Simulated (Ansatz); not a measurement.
A one-shot G0W0 calculation of BaO in the rocksalt structure with Ansatz 0.2.0, at the level G0W0@PBE with 69 empty bands, a screening cutoff of 80 eV and a 6×6×6 mesh. Cell and atoms come from a relaxation with r2SCAN.

Input file:
```yaml
crystal:
  lattice:
    - [0.0, 2.7719426821, 2.7719426821]
    - [2.7719426821, 0.0, 2.7719426821]
    - [2.7719426821, 2.7719426821, 0.0]
  atoms:
    - { symbol: Ba, position: [0.0, 0.0, 0.0] }
    - { symbol: O, position: [0.5, 0.5, 0.5] }
kpoints:
  mp_grid: { grid: [6, 6, 6] }
hamiltonian:
  xc: pbe
scf:
  occupations: { method: fixed }
gw:
  n_empty_bands: 69
  ecut_chi: 80
  qp_bands: [v2, c2]
  qp_kpoints: band_edges
  screening: { model: contour_deformation }
```

Command: `ansatz run input.yaml --threads 2 --pin off --max-ram 3686MiB --backend cpu --events-out ev --progress --plain --runs-dir out`.

Problem. It took 18 s on 2 threads of Arm Neoverse V1, on a shared host, load about 0.3 per core. What peak of host memory did it reach?

Solution. About 0.31 GiB.

Output, abridged:
```
Functional definition: PBE
Crystal: 2 atoms, lattice volume = 42.597 Å³
Basis set: ecut = 420 eV, 869 PW (Γ)
Bands: 12, of which v1, the nominal top of the filled ones, is band 8 counted from 1 (7 counted from 0)
Symmetry: 48 space group operations
Space group: Fm-3m (ITA 225)
k-points: 16 of 216
SCF iter   1: HF=-6519.543341 eV  Δρ=4.97e-4  dr2=2.94e-5
SCF iter   2: HF=-6519.543672 eV  Δρ=7.59e-4  dr2=3.08e-4
SCF iter   3: HF=-6519.543699 eV  Δρ=6.32e-4  dr2=1.18e-4
SCF iter   4: HF=-6519.543738 eV  Δρ=4.46e-4  dr2=7.73e-5
SCF iter   5: HF=-6519.543724 eV  Δρ=4.09e-5  dr2=7.97e-7
SCF iter   6: HF=-6519.543724 eV  Δρ=1.04e-5  dr2=5.70e-8
SCF 1 converged in 6 iterations: F = -6519.543724 eV  dr2 = 5.70e-8
Free energy (F): -6519.543724 eV
Fermi energy:    8.551961 eV
--- Per-component energies (eV) ---
  E_band       = -15.262676
  E_kinetic    = 344.941751
  E_local      = -563.148153
  E_nonlocal   = 105.021004
  E_hartree    = 200.643646
  E_xc         = -243.983070
  E_vxc        = -232.525592
  E_paw        = -5383.402825
  E_vpaw       = -70.846303
  E_ewald      = -979.618461
--- G₀W₀: contour deformation, 6 samples at zero and on the imaginary axis and 2 off it, 216 q-points, 69 empty bands' worth ---
    ik  band        ε_KS         Σx   Σc(E_QP)       V_xc       Z   E_QP_lin       E_QP  E_QP is
     0     7      8.1079   -24.3129     4.6091   -19.2411  0.7295     7.6409     7.6452  root
     0     8      8.1079   -24.3129     4.6091   -19.2411  0.7295     7.6409     7.6452  root
     0     9     12.1370    -6.5791    -3.7605   -10.8474  0.8282    12.6477    12.6448  root
     0    10     13.2981    -6.2060    -4.1449   -11.1990  0.8144    14.1585    14.1462  root
     4     7      8.1016   -24.1919     4.5601   -19.1556  0.7311     7.6209     7.6254  root
     4     8      8.1016   -24.1919     4.5601   -19.1556  0.7311     7.6209     7.6254  root
     4     9     12.2222    -5.6429    -4.0164   -10.3813  0.8212    12.9518    12.9441  root
     4    10     13.1474    -7.0562    -3.8509   -11.5234  0.8186    13.7689    13.7636  root
     5     7      7.7393   -23.2446     4.4490   -18.2477  0.7301     7.1850     7.1915  root
     5     8      7.8540   -23.7525     4.5538   -18.6755  0.7291     7.3249     7.3307  root
     5     9     12.0931    -6.1537    -3.8872   -10.7675  0.8173    12.8273    12.8197  root
     5    10     14.2749    -8.0328    -4.0056   -12.8791  0.7956    15.1296    15.1155  root
     8     7      7.3513   -23.1933     4.7041   -17.9075  0.7192     6.7611     6.7697  root
     8     8      8.0734   -23.9088     4.4673   -18.9438  0.7335     7.5707     7.5756  root
     8     9     12.7607    -6.4963    -4.0089   -11.3218  0.8101    13.5881    13.5772  root
     8    10     13.9677    -8.0944    -3.8875   -12.7738  0.7984    14.7712    14.7597  root
     9     7      8.2235   -24.4010     4.5171   -19.4191  0.7335     7.7546     7.7587  root
     9     8      8.2235   -24.4010     4.5171   -19.4191  0.7335     7.7546     7.7587  root
     9     9     11.0321    -5.3647    -3.7953    -9.7411  0.8279    11.6171    11.6132  root
     9    10     14.3566    -7.3220    -4.1134   -12.2345  0.8122    15.1666    15.1557  root
    10     7      8.0232   -24.1288     4.5378   -19.0933  0.7312     7.5205     7.5255  root
    10     8      8.1808   -24.2710     4.4078   -19.3574  0.7372     7.6700     7.6750  root
    10     9     11.3481    -6.0186    -3.7276   -10.3822  0.8218    11.9891    11.9840  root
    10    10     15.0899    -8.3081    -4.2016   -13.5031  0.7993    16.0988    16.0832  root
    11     7      7.5241   -23.5170     4.6511   -18.2986  0.7232     6.9491     6.9568  root
    11     8      8.3117   -24.3181     4.3746   -19.4543  0.7392     7.8179     7.8224  root
    11     9     12.8262    -7.1694    -3.8960   -11.8900  0.8036    13.6628    13.6507  root
    11    10     14.2270    -7.2465    -4.3227   -12.5202  0.7875    15.1954    15.1780  root
    12     7      8.3343   -24.6278     4.5023   -19.6802  0.7346     7.8853     7.8890  root
    12     8      8.5520   -24.8937     4.3801   -20.0644  0.7409     8.0992     8.1028  root
    12     9     10.6014    -5.3136    -3.7111    -9.5585  0.8298    11.1383    11.1352  root
    12    10     14.5623    -8.3392    -4.0781   -13.4284  0.8142    15.5883    15.5734  root
    13     7      7.5387   -23.4521     4.5775   -18.2979  0.7257     6.9542     6.9621  root
    13     8      8.1817   -24.0080     4.3928   -19.1210  0.7367     7.6828     7.6875  root
    13     9     12.1685    -6.3460    -3.8755   -10.9588  0.8147    12.9140    12.9058  root
    13    10     14.5988    -7.9962    -4.2062   -13.1358  0.7812    15.5439    15.5323  root
  […]
```

The points are ik 0 = (0, 0, 0) (Γ), ik 4 = (0, 1/6, 1/6), ik 5 = (0, 1/6, 1/3), ik 8 = (0, 1/6, -1/6), ik 9 = (0, 1/3, 1/3), ik 10 = (0, 1/3, -1/2), ik 11 = (0, 1/3, -1/3), ik 12 = (0, -1/2, -1/2), ik 13 = (1/6, 1/3, -1/2), ik 14 = (1/6, 1/3, -1/3), ik 15 = (1/6, -1/2, -1/3); band 8 is the last filled one.

G0W0 moves the gap on the mesh from 2.05 eV (PBE) to 3.03 eV (direct at k = (0, -1/2, -1/2)). Renormalisation factors Z lie between 0.72 and 0.83. No extrapolation in bands, cutoff or mesh was made for G0W0.

Spin-unpolarised throughout; all numbers are computed.

The runs are scalar-relativistic, without spin-orbit coupling.
